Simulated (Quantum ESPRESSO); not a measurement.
# LiCl (Fm-3m) in Quantum ESPRESSO: settings compared, part 2 of 2

Quantum ESPRESSO 7.5. Earlier steps stand in the parts before.

### Step 3. Phonons, PBE

File pw.in:

```
&CONTROL
  calculation = 'scf'
  prefix = 'pwscf'
  outdir = './tmp'
  pseudo_dir = './pseudo'
  tprnfor = .true.
  tstress = .true.
  disk_io = 'low'
/
&SYSTEM
  ibrav = 0
  nat = 2
  ntyp = 2
  ecutwfc = 36
  ecutrho = 216
  nbnd = 10
  occupations = 'smearing'
  smearing = 'fd'
  degauss = 0.00367493
/
&ELECTRONS
  conv_thr = 4d-10
  electron_maxstep = 120
  mixing_beta = 0.5
/
ATOMIC_SPECIES
Cl    35.4500 Cl.GGA_PBE-JTH.UPF
Li     6.9400 Li.GGA_PBE-JTH.UPF
CELL_PARAMETERS angstrom
   0.0000000000    2.5647700000    2.5647700000
   2.5647700000    0.0000000000    2.5647700000
   2.5647700000    2.5647700000    0.0000000000
ATOMIC_POSITIONS crystal
Cl     0.5000000000    0.5000000000    0.5000000000
Li     0.0000000000    0.0000000000    0.0000000000
K_POINTS automatic
6 6 6 1 1 1
```

File relax.in:

```
&CONTROL
  calculation = 'vc-relax'
  prefix = 'pwscf'
  outdir = './tmp'
  pseudo_dir = './pseudo'
  tprnfor = .true.
  tstress = .true.
  disk_io = 'low'
  nstep = 40
  forc_conv_thr = 0.0001
  etot_conv_thr = 1d-06
/
&SYSTEM
  ibrav = 0
  nat = 2
  ntyp = 2
  ecutwfc = 36
  ecutrho = 216
  nbnd = 10
  occupations = 'smearing'
  smearing = 'fd'
  degauss = 0.00367493
/
&ELECTRONS
  conv_thr = 4d-10
  electron_maxstep = 120
  mixing_beta = 0.5
/
&IONS
  ion_dynamics = 'bfgs'
/
&CELL
  cell_dynamics = 'bfgs'
  press = 0
  press_conv_thr = 0.2
/
ATOMIC_SPECIES
Cl    35.4500 Cl.GGA_PBE-JTH.UPF
Li     6.9400 Li.GGA_PBE-JTH.UPF
CELL_PARAMETERS angstrom
   0.0000000000    2.5647700000    2.5647700000
   2.5647700000    0.0000000000    2.5647700000
   2.5647700000    2.5647700000    0.0000000000
ATOMIC_POSITIONS crystal
Cl     0.5000000000    0.5000000000    0.5000000000
Li     0.0000000000    0.0000000000    0.0000000000
K_POINTS automatic
6 6 6 1 1 1
```

File scf2.in:

```
&CONTROL
  calculation = 'scf'
  prefix = 'pwscf'
  outdir = './tmp'
  pseudo_dir = './pseudo'
  tprnfor = .true.
  tstress = .true.
  disk_io = 'low'
/
&SYSTEM
  ibrav = 0
  nat = 2
  ntyp = 2
  ecutwfc = 36
  ecutrho = 216
  nbnd = 10
  occupations = 'fixed'
/
&ELECTRONS
  conv_thr = 1d-13
  electron_maxstep = 120
  mixing_beta = 0.5
  startingpot = 'file'
  startingwfc = 'file'
/
ATOMIC_SPECIES
Cl    35.4500 Cl.GGA_PBE-JTH.UPF
Li     6.9400 Li.GGA_PBE-JTH.UPF
CELL_PARAMETERS angstrom
   0.0000000000    2.5719459604    2.5719459604
   2.5719459604    0.0000000000    2.5719459604
   2.5719459604    2.5719459604    0.0000000000
ATOMIC_POSITIONS crystal
Cl     0.5000000000    0.5000000000    0.5000000000
Li     0.0000000000    0.0000000000    0.0000000000
K_POINTS automatic
6 6 6 1 1 1
```

File ph.in:

```
phonons of LiCl
&INPUTPH
  prefix = 'pwscf'
  outdir = './tmp'
  tr2_ph = 1d-16
  fildyn = 'dyn'
  niter_ph = 60
  alpha_mix(1) = 0.7
  epsil = .true.
/
0.0000000000 0.0000000000 0.0000000000
```

File dynmat.in:

```
&INPUT
  fildyn = 'dyn'
  asr = 'crystal'
  lperm = .true.
  filout = 'dynmat.disp'
  fileig = 'dynmat.eig'
/
```

File dynmat_lo.in:

```
&INPUT
  fildyn = 'dyn'
  asr = 'crystal'
  filout = 'dynmat_lo.disp'
  fileig = 'dynmat_lo.eig'
  q(1) = 0
  q(2) = 0
  q(3) = 1
/
```

Potentials or basis: JTH 2.0 PBE.

Started as:

```console
$ OMP_NUM_THREADS=1 pw.x -in pw.in > pw.out
$ OMP_NUM_THREADS=1 pw.x -in relax.in > relax.out
$ OMP_NUM_THREADS=1 pw.x -in scf2.in > scf2.out
$ OMP_NUM_THREADS=1 ph.x -in ph.in > ph.out
$ OMP_NUM_THREADS=1 dynmat.x -in dynmat.in > dynmat.out
$ OMP_NUM_THREADS=1 dynmat.x -in dynmat_lo.in > dynmat_lo.out
```

pw.out:

```text
This program is part of the open-source Quantum ESPRESSO suite
     for quantum simulation of materials; please cite
         "P. Giannozzi et al., J. Phys.:Condens. Matter 21 395502 (2009);
         "P. Giannozzi et al., J. Phys.:Condens. Matter 29 465901 (2017);
         "P. Giannozzi et al., J. Chem. Phys. 152 154105 (2020);
     in publications or presentations arising from this work. More details at

     file Cl.GGA_PBE-JTH.UPF: wavefunction(s)  3S 0S 3P 0P renormalized
     file Li.GGA_PBE-JTH.UPF: wavefunction(s)  1S 2S 0S 2P 0P renormalized
     Message from routine setup:
     using ibrav=0 with symmetry is DISCOURAGED, use correct ibrav instead

     G-vector sticks info
     --------------------
     sticks:   dense  smooth     PW     G-vecs:    dense   smooth      PW
     Sum         691     463    151                12051     6615    1243

     Using Slab Decomposition

     bravais-lattice index     =            0
     lattice parameter (alat)  =       6.8543  a.u.
     unit-cell volume          =     227.7046 (a.u.)^3
     number of atoms/cell      =            2
     number of atomic types    =            2
     number of electrons       =        10.00
     number of Kohn-Sham states=           10
     kinetic-energy cutoff     =      36.0000  Ry
     charge density cutoff     =     216.0000  Ry
     scf convergence threshold =      4.0E-10
     mixing beta               =       0.5000
     number of iterations used =            8  plain     mixing
     Exchange-correlation= SLA PW PBX PBC
                           (   1   4   3   4   0   0   0)

     celldm(1)=   6.854287  celldm(2)=   0.000000  celldm(3)=   0.000000
     celldm(4)=   0.000000  celldm(5)=   0.000000  celldm(6)=   0.000000

     crystal axes: (cart. coord. in units of alat)
               a(1) = (   0.000000   0.707107   0.707107 )
               a(2) = (   0.707107   0.000000   0.707107 )
               a(3) = (   0.707107   0.707107   0.000000 )

     reciprocal axes: (cart. coord. in units 2 pi/alat)
               b(1) = ( -0.707107  0.707107  0.707107 )
               b(2) = (  0.707107 -0.707107  0.707107 )
               b(3) = (  0.707107  0.707107 -0.707107 )

     PseudoPot. # 1 for Cl read from file:
     Cl.GGA_PBE-JTH.UPF
     Pseudo is Projector augmented-wave + core cor, Zval =  7.0
     Generated using ATOMPAW code
     Shape of augmentation charge: SINC**2
     Using radial grid of 1004 points,  4 beta functions with:
                l(1) =   0
                l(2) =   0
                l(3) =   1
                l(4) =   1
     Q(r) pseudized with 0 coefficients

[... 23 lines left out ...]
         2        Li     tau(   2) = (   0.0000000   0.0000000   0.0000000  )

     number of k points=    28  Fermi-Dirac smearing, width (Ry)=  0.0037
                       cart. coord. in units 2pi/alat
        k(    1) = (   0.0589256   0.0589256   0.0589256), wk =   0.0185185
        k(    2) = (   0.1767767   0.1767767  -0.0589256), wk =   0.0555556
        k(    3) = (   0.2946278   0.2946278  -0.1767767), wk =   0.0555556
        k(    4) = (  -0.2946278  -0.2946278   0.4124790), wk =   0.0555556
        k(    5) = (  -0.1767767  -0.1767767   0.2946278), wk =   0.0555556
        k(    6) = (  -0.0589256  -0.0589256   0.1767767), wk =   0.0555556
[... 20 lines left out ...]
        k(   27) = (   0.2946278   0.2946278   0.2946278), wk =   0.0185185
        k(   28) = (  -0.2946278  -0.2946278   0.8838835), wk =   0.0555556

     Dense  grid:    12051 G-vectors     FFT dimensions: (  36,  36,  36)

     Smooth grid:     6615 G-vectors     FFT dimensions: (  27,  27,  27)

     Check: negative core charge=   -0.000027

     Initial potential from superposition of free atoms

     starting charge       9.9954, renormalised to      10.0000

     negative rho (up, down):  8.386E-02 0.000E+00
     Starting wfcs are   17 randomized atomic wfcs

     Self-consistent Calculation

     iteration #  1     ecut=    36.00 Ry     beta= 0.50
     Davidson diagonalization with overlap
     ethr =  1.00E-02,  avg # of iterations =  5.7

     Threshold (ethr) on eigenvalues was too large:
     Diagonalizing with lowered threshold

     Davidson diagonalization with overlap
     ethr =  2.65E-04,  avg # of iterations =  3.4

     negative rho (up, down):  8.577E-02 0.000E+00
[... 67 lines left out ...]
     iteration #  9     ecut=    36.00 Ry     beta= 0.50
     Davidson diagonalization with overlap
     ethr =  5.12E-12,  avg # of iterations =  2.0

     negative rho (up, down):  8.496E-02 0.000E+00

     End of self-consistent calculation

          k = 0.0589 0.0589 0.0589 (   860 PWs)   bands (ev):

   -41.7009 -11.5957   1.5182   1.7496   1.7496   8.3264  13.1664  13.6211
    13.6212  15.0196
[... 73 lines left out ...]
   -41.6962 -10.8343  -1.0317   0.5824   0.7173   9.7126  10.2484  13.8845
    15.2536  15.7977

          k =-0.5303 0.1768-0.0589 (   828 PWs)   bands (ev):

   -41.6969 -10.9414  -0.6567   0.4913   0.9315  10.2090  11.0677  12.1251
    13.9413  15.7969

          k =-0.4125 0.0589 0.0589 (   830 PWs)   bands (ev):
[... 51 lines left out ...]
   -41.6972 -10.9936  -0.8563   0.7591   1.3695   9.4345  11.2407  11.7678
    13.8938  17.7465

     the Fermi energy is     3.1897 ev

!    total energy              =     -94.64305088 Ry
     total all-electron energy =       -94.643051 Ry
     estimated scf accuracy    <          1.7E-12 Ry
     smearing contrib. (-TS)   =      -0.00000000 Ry
     internal energy E=F+TS    =     -94.64305088 Ry

     The total energy is F=E-TS. E is the sum of the following terms:
     one-electron contribution =     -10.77278906 Ry
     hartree contribution      =       6.95582865 Ry
     xc contribution           =     -10.78725050 Ry
     ewald contribution        =     -32.15486354 Ry
     one-center paw contrib.   =     -47.88397643 Ry

     convergence has been achieved in   9 iterations

     negative rho (up, down):  8.496E-02 0.000E+00

     Forces acting on atoms (cartesian axes, Ry/au):

     atom    1 type  1   force =    -0.00000000   -0.00000000    0.00000000
     atom    2 type  2   force =     0.00000000    0.00000000   -0.00000000

     Total force =     0.000000     Total SCF correction =     0.000000

     Computing stress (Cartesian axis) and pressure

     negative rho (up, down):  8.496E-02 0.000E+00
          total   stress  (Ry/bohr**3)                   (kbar)     P=        2.83
   0.00001924   0.00000000   0.00000000            2.83        0.00        0.00
   0.00000000   0.00001924   0.00000000            0.00        2.83        0.00
   0.00000000   0.00000000   0.00001924            0.00        0.00        2.83

=------------------------------------------------------------------------------=
   JOB DONE.
=------------------------------------------------------------------------------=
```

relax.out:

```text
This program is part of the open-source Quantum ESPRESSO suite
     for quantum simulation of materials; please cite
         "P. Giannozzi et al., J. Phys.:Condens. Matter 21 395502 (2009);
         "P. Giannozzi et al., J. Phys.:Condens. Matter 29 465901 (2017);
         "P. Giannozzi et al., J. Chem. Phys. 152 154105 (2020);
[... 2140 lines left out ...]
   0.00000000   0.00000064   0.00000000            0.00        0.09        0.00
   0.00000000   0.00000000   0.00000064            0.00        0.00        0.09

=------------------------------------------------------------------------------=
   JOB DONE.
=------------------------------------------------------------------------------=
```

scf2.out:

```text
This program is part of the open-source Quantum ESPRESSO suite
     for quantum simulation of materials; please cite
         "P. Giannozzi et al., J. Phys.:Condens. Matter 21 395502 (2009);
         "P. Giannozzi et al., J. Phys.:Condens. Matter 29 465901 (2017);
         "P. Giannozzi et al., J. Chem. Phys. 152 154105 (2020);
[... 315 lines left out ...]
  -0.00000000   0.00000061   0.00000000           -0.00        0.09        0.00
   0.00000000  -0.00000000   0.00000061            0.00       -0.00        0.09

=------------------------------------------------------------------------------=
   JOB DONE.
=------------------------------------------------------------------------------=
```

It took 2.2 min on 1 thread of Arm Neoverse V1, shared host; peak memory 0.07 GiB.

What came out:

| Property | Result |
| --- | --- |
| Free energy | -1287.6845 eV |
| Relaxed volume | 17.01 Å³/atom |
| Relaxed cell | a = 3.637 Å, b = 3.637 Å, c = 3.637 Å, α = 60.00°, β = 60.00°, γ = 60.00° |
| Space group after relaxing (to 0.05 Å) | Fm-3m (No. 225) |
| Pressure after relaxing | 0.0 GPa |
| Electronic dielectric tensor (diagonal) | 2.95 |
| Born charges (mean of the diagonal) | Cl -1.19; Li +1.14 e |
| Highest phonon frequency at Γ, LO-TO splitting left out | 177 cm⁻¹ |
| Static dielectric tensor (diagonal) | 14.24 |

The path:
| step | energy change (eV) | largest force (eV/Å) | pressure (GPa) | volume (Å³) |
| --- | --- | --- | --- | --- |
| 1 | 0.0000 | 0.0000 | 0.28 | 33.74 |
| 2 | -0.0001 | 0.0000 | 0.22 | 33.79 |
| 3 | -0.0001 | 0.0000 | 0.18 | 33.84 |
| 4 | -0.0002 | 0.0000 | 0.10 | 33.93 |
| 5 | -0.0002 | 0.0000 | 0.00 | 34.03 |
| 6 | -0.0002 | 0.0000 | 0.00 | 34.03 |

Final structure:
```
CELL_PARAMETERS angstrom
0.00000 2.57195 2.57195
2.57195 0.00000 2.57195
2.57195 2.57195 0.00000
ATOMIC_POSITIONS crystal
Cl 0.50000 0.50000 0.50000
Li 0.00000 0.00000 0.00000
```

Phonon frequencies in cm⁻¹ (negative: imaginary):
| q point | frequencies |
| --- | --- |
| (0.000, 0.000, 0.000) | 27 27 27 177 177 177 |

Electronic dielectric tensor:
```
2.95 0.00 0.00
0.00 2.95 0.00
0.00 0.00 2.95
```

Born effective charge tensors (e):
atom 1, Cl
```
-1.19  0.00  0.00
 0.00 -1.19  0.00
 0.00  0.00 -1.19
```
atom 2, Li
```
1.14 0.00 0.00
0.00 1.14 0.00
0.00 0.00 1.14
```

Optical modes at Γ, degenerate ones joined, polar ones without the macroscopic field:
```
cm⁻¹  components  symmetry  active in  IR intensity, summed ((D/Å)²/amu)
 173           3       T1u         IR                              16.22
```

Zone-centre frequencies without and with the macroscopic field along z (cm⁻¹):
|  | optical modes in rising order |
| --- | --- |
| without | 173 173 173 |
| with the field | 173 173 380 |

Static dielectric tensor, electrons and zone-centre modes:
```
14.24  0.00  0.00
 0.00 14.24  0.00
 0.00  0.00 14.24
```

Caveat: the cutoff is low for these files, which shifts pressure and relaxed volume; before the sum rule the acoustic modes lie tens of cm⁻¹ from zero, a sign that the density grid also shifts the optical modes.

### Step 4. How close it comes

Step 2. A measured high-frequency dielectric constant of LiCl is 2.75 (a printed reference work, monograph); the calculated 3.07 misses it by +11.7 %.

Step 3. Against the measured high-frequency dielectric constant of LiCl, 2.75 (a printed reference work, monograph), the calculated 2.95 is off by +7.4 %.
